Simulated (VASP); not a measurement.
**MgSe: single point with PBEsol**

The system is MgSe.

```
CELL_PARAMETERS angstrom
0.00000 2.61180 2.61180
2.61180 0.00000 2.61180
2.61180 2.61180 0.00000
ATOMIC_POSITIONS crystal
Mg 0.00000 0.00000 0.00000
Se 0.50000 0.50000 0.50000
```

* Program: VASP 6.6.1
* Task: single point
* Functional: PBEsol
* Potentials or basis: VASP PAW PBE potentials, release 64 (Mg, Se)
* Cutoff: 520 eV
* k mesh: 5 × 5 × 5
* Occupations: gaussian, width 0.01 eV
* Spin: no spin polarisation
* Dipole correction: no
* Further INCAR settings: ALGO = Fast; EDIFF = 1e-07; NBANDS = 11

```
Pressure               : 10.9 GPa
Band gap on the k mesh : 2.38 eV, indirect (least direct gap 3.43 eV)
```

Levels at points of the mesh, in eV from the valence-band top:
```csv
k point,band 1,band 2,band 3,band 4,band 5,band 6,band 7,band 8,band 9
"(0.00, 0.00, 0.00)",-13.76,0.00,0.00,0.00,3.43,7.24,7.24,7.24,10.15
```

Wall time 4.4 s on 1 thread of Intel(R) Xeon(R) 6975P-C (Granite Rapids), on a shared host, peak memory 0.14 GiB.

Caveat: the PAW data sets were made with another functional, which shifts forces and pressure a little; an odd mesh through Γ misses points on the zone boundary, where band edges often lie.
